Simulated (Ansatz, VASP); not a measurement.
## Two plane-wave programs on C

INCAR

```
ALGO = Normal
EDIFF = 1E-6
ENCUT = 520
GGA = PS
ISIF = 2
ISMEAR = -1
LASPH = True
LCHARG = True
LELF = True
LREAL = False
LVHAR = True
LWAVE = False
NBANDS = 21
NELM = 100
PREC = Accurate
SIGMA = 0.02
```

KPOINTS

```
k-points
0
Gamma
  12 9 1
```

The input POSCAR:

```
C
1.0
    2.5129203137      0.0000000000      0.0000000000
    0.0000000000      3.5538059888      0.0000000000
    0.0000000000      0.0000000000     18.5129000000
C
6
Direct
    0.7500000000      0.0974713256      0.4387512624
    0.2500000000      0.9025286744      0.4387512624
    0.2500000000      0.6105777390      0.4999999986
    0.7500000000      0.3894222610      0.4999999986
    0.7500000000      0.0974713280      0.5612487390
    0.2500000000      0.9025286720      0.5612487390
```

Input for Ansatz:

```yaml
crystal:
  lattice:
    - [2.5129203137, 0.0, 0.0]
    - [0.0, 3.5538059888, 0.0]
    - [0.0, 0.0, 18.5129]
  atoms:
    - { symbol: C, position: [0.75, 0.0974713256, 0.4387512624] }
    - { symbol: C, position: [0.25, 0.9025286744, 0.4387512624] }
    - { symbol: C, position: [0.25, 0.610577739, 0.4999999986] }
    - { symbol: C, position: [0.75, 0.389422261, 0.4999999986] }
    - { symbol: C, position: [0.75, 0.097471328, 0.561248739] }
    - { symbol: C, position: [0.25, 0.902528672, 0.561248739] }
kpoints:
  mp_grid: { grid: [12, 9, 1] }
scf:
  occupations: { method: fermi_dirac, width: 0.02 }
hamiltonian:
  xc: pbesol
  pseudopotentials: { kind: paw }
output:
  forces: true
  stress: true
  eigenvalues: true
  core_levels:
    shells: { C: ["1s"] }
    counted_from: conduction_bottom
    add_spin: false
```

Alike in both runs: task single point; functional PBEsol; k mesh 12 × 9 × 1; occupations fermi-dirac, width 0.02 eV; no spin polarisation.

```csv
,VASP,Ansatz
version,VASP 6.6.1,Ansatz 0.2.0
potentials or method,"VASP PAW PBE potentials, release 64 (C)","PAW with Ansatz's default frozen-core files, scalar-relativistic"
plane-wave cutoff (eV),520,420
valence electrons in the cell,24,24
```

VASP gave:

- rms of the force components (eV/Å): 0.021

Estimate Ansatz's values.

rms of the force components (eV/Å): 0.000.

Atom by atom the forces differ by 0.021 eV/Å (rms over components). The functional is the same, so the differences come from potentials, cutoffs and numerics.

Caveats: the PAW data sets were made with another functional, which shifts forces and pressure a little (VASP).
